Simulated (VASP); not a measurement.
**P under changes of volume**

One of the cells (17.347 Å³/atom); the others are scaled copies at fixed shape and fractional positions:

```xyz
4
Lattice="1.6507 -5.0687 0.0000 1.6507 5.0687 0.0000 0.0000 0.0000 4.1466" Properties=species:S:1:pos:R:3 pbc="T T T"
P     1.6507   -3.9897    2.3717
P     1.6507    3.9897    1.7749
P     1.6507   -1.0791    0.2984
P     1.6507    1.0791    3.8482
```

| Quantity | Value |
| --- | --- |
| Program | VASP 6.6.1 |
| Functional | LDA |
| Potentials or basis | VASP PAW LDA potentials, release 64 (P) |
| Cutoff | 520 eV |
| k mesh | 8 × 8 × 6 |
| Occupations | gaussian, width 0.02 eV |
| Spin | no spin polarisation |

| volume (Å³/atom) | energy over the lowest point (meV/atom) | pressure (GPa) | largest force (eV/Å) |
| --- | --- | --- | --- |
| 16.653 | 8.89 | 4.2 | 0.357 |
| 17.000 | 2.18 | 2.0 | 0.172 |
| 17.347 | 0.00 | 0.0 | 0.000 |
| 17.694 | 1.91 | -1.8 | 0.159 |
| 18.041 | ? | ? | ? |

What does the run at 18.041 Å³/atom give?

Energy over the lowest point 7.51 meV/atom; pressure -3.4 GPa; largest force 0.308 eV/Å.

Worked out: A Birch-Murnaghan fit of order 2 (a polynomial in V^(-2/3)) to the other rows has its minimum at 17.35 Å³/atom with B0 = V·E''(V) = 94 GPa at fixed shape and positions, which overstates the stiffness. It gives 7.53 meV/atom at 18.041 Å³/atom, against the run's 7.51, and -dE/dV = -3.4 GPa, against -3.4.

Energies are extrapolated to zero smearing.
